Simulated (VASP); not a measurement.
**VASP 6.6.1 run: TlBr**

INCAR

```
ISMEAR = -1
ENCUT = 520
PREC = Accurate
GGA = PE
LASPH = .TRUE.
EDIFF = 1E-7
LCHARG = .FALSE.
NBANDS = 17
LREAL = .FALSE.
LWAVE = .FALSE.
IBRION = -1
IVDW = 21
SIGMA = 0.02
NSW = 0
NELM = 120
ISIF = 2
```

KPOINTS

```
KPOINTS created by Atomic Simulation Environment
0
Gamma
6 6 6
0 0 0
```

POSCAR

```
Tl Br
 1.0000000000000000
     4.0320590581999998    0.0000000000000000    0.0000000000000000
     0.0000000000000000    4.0320590581999998    0.0000000000000000
     0.0000000000000000    0.0000000000000000    3.9949064284000002
 Tl  Br
   1   1
Cartesian
  0.0000000000000000  0.0000000000000000  0.0000000000000000
  2.0160295290999999  2.0160295290999999  1.9974532141999997
```

The recommended PBE PAW datasets give the neutral cell 20 valence electrons.

Command

```
mpirun -np 1 vasp_std
```

OSZICAR

```
N       E                     dE             d eps       ncg     rms          rms(c)
DAV:   1     0.987883415981E+02    0.98788E+02   -0.97227E+03  1368   0.102E+03
DAV:   2    -0.196885799913E+01   -0.10076E+03   -0.97140E+02  1671   0.225E+02
DAV:   3    -0.580672555512E+01   -0.38379E+01   -0.38267E+01  1576   0.378E+01
DAV:   4    -0.582907660882E+01   -0.22351E-01   -0.22349E-01  1721   0.343E+00
DAV:   5    -0.582931690356E+01   -0.24029E-03   -0.24029E-03  1658   0.344E-01    0.264E+00
DAV:   6    -0.556942084182E+01    0.25990E+00   -0.39528E-01  1430   0.303E+00    0.152E+00
DAV:   7    -0.554179196465E+01    0.27629E-01   -0.12749E-01  1479   0.151E+00    0.841E-01
DAV:   8    -0.554244169464E+01   -0.64973E-03   -0.17789E-02  1597   0.832E-01    0.176E-01
DAV:   9    -0.554210576589E+01    0.33593E-03   -0.14559E-03  1509   0.195E-01    0.805E-02
DAV:  10    -0.554225147527E+01   -0.14571E-03   -0.32469E-04  1541   0.894E-02    0.256E-02
DAV:  11    -0.554224977211E+01    0.17032E-05   -0.27737E-05  1604   0.338E-02    0.607E-03
DAV:  12    -0.554225036543E+01   -0.59332E-06   -0.24133E-06  1550   0.783E-03    0.269E-03
DAV:  13    -0.554225041096E+01   -0.45524E-07   -0.16938E-07  1591   0.243E-03
   1 F= -.59145806E+01 E0= -.59145806E+01  d E =-.310950E-12
```

From OUTCAR

```
k-points           NKPTS =     40   k-points in BZ     NKDIM =     40   number of bands    NBANDS=     17

   NELECT =      20.0000    total number of electrons

   dimension x,y,z NGX =    30 NGY =   30 NGZ =   30
   dimension x,y,z NGXF=    60 NGYF=   60 NGZF=   60

  energy-cutoff  :      520.00
  volume of cell :       64.95
      direct lattice vectors                 reciprocal lattice vectors
     4.032059058  0.000000000  0.000000000     0.248012240  0.000000000  0.000000000
     0.000000000  4.032059058  0.000000000     0.000000000  0.248012240  0.000000000
     0.000000000  0.000000000  3.994906428     0.000000000  0.000000000  0.250318754

 k-points in reciprocal lattice and weights: KPOINTS created by Atomic Simulation Env
   0.00000000  0.00000000  0.00000000       0.005
   0.16666667  0.00000000  0.00000000       0.019
   0.33333333  0.00000000  0.00000000       0.019
   0.50000000  0.00000000  0.00000000       0.009
   0.16666667  0.16666667  0.00000000       0.019
   0.33333333  0.16666667  0.00000000       0.037
   0.50000000  0.16666667  0.00000000       0.019
   0.33333333  0.33333333  0.00000000       0.019
   ...

 E-fermi :   2.5591

 k-point     1 :       0.0000    0.0000    0.0000
  band No.  band energies     occupation
      1     -11.4931      2.00000
      2      -7.9851      2.00000
      3      -7.9758      2.00000
      4      -7.8187      2.00000
      5      -7.8187      2.00000
      6      -7.8181      2.00000
      7      -2.5113      2.00000
      8       0.8709      2.00000
      9       0.8709      2.00000
     10       0.9398      2.00000
     11       9.1296      0.00000
     12       9.1681      0.00000
     13       9.1681      0.00000
     14       9.2002      0.00000
     15       9.2519      0.00000
     16      12.9567      0.00000
     17      15.3903      0.00000

 k-point     2 :       0.1667    0.0000    0.0000
  band No.  band energies     occupation
      1     -11.4428      2.00000
      2      -7.9811      2.00000
      3      -7.9483      2.00000
      4      -7.8318      2.00000
      5      -7.8315      2.00000
      6      -7.8175      2.00000
      7      -2.7150      2.00000
      8       0.9792      2.00000
      9       1.0184      2.00000
     10       1.0446      2.00000
     11       7.2341      0.00000
     12       8.8123      0.00000
     13       8.9164      0.00000
     14       9.3536      0.00000
     15      10.5694      0.00000
     16      14.3222      0.00000
     17      15.1085      0.00000

 k-point     3 :       0.3333    0.0000    0.0000
  band No.  band energies     occupation
      1     -11.3375      2.00000
      2      -7.9764      2.00000
      3      -7.8915      2.00000
      4      -7.8579      2.00000
      5      -7.8576      2.00000
      6      -7.8152      2.00000
      7      -3.1130      2.00000
      8       1.2134      2.00000
      9       1.2708      2.00000
     10       1.5352      2.00000
     11       5.1406      0.00000
     12       8.1182      0.00000
     13       8.2534      0.00000
     14       9.8171      0.00000
     15      12.8189      0.00000
     16      13.2925      0.00000
     17      15.5984      0.00000

 ...

  Total      -0.04387    -0.04387     0.03039     0.00000     0.00000     0.00000
  in kB      -1.08216    -1.08216     0.74969     0.00000     0.00000     0.00000
  external pressure =       -0.47 kB  Pullay stress =        0.00 kB

 POSITION                                       TOTAL-FORCE (eV/Angst)
 -----------------------------------------------------------------------------------
      0.00000      0.00000      0.00000         0.000000      0.000000      0.000000
      2.01603      2.01603      1.99745         0.000000      0.000000      0.000000
 -----------------------------------------------------------------------------------
    total drift:                                0.000000     -0.000000     -0.000000

  FREE ENERGIE OF THE ION-ELECTRON SYSTEM (eV)
  ---------------------------------------------------
  free  energy   TOTEN  =        -5.9145805658 eV

  energy  without entropy=       -5.9145805658  energy(sigma->0) =       -5.91458057
```

It converged. Results: gap between bands v and c on the k mesh 1.90 eV; least direct gap on the k mesh 1.92 eV; pressure 0.0 GPa. Band v is the last that the valence electrons fill when counted band by band, and c is the next.

For comparison, a separate PBE run of the intended cell, on usual settings and not on those above, gives a gap of 1.90 eV on its mesh and a pressure of 0.5 GPa.

The run above took about 64 s on one core of a shared host (Intel Xeon Platinum 8488C) and held 0.2 GiB at most.
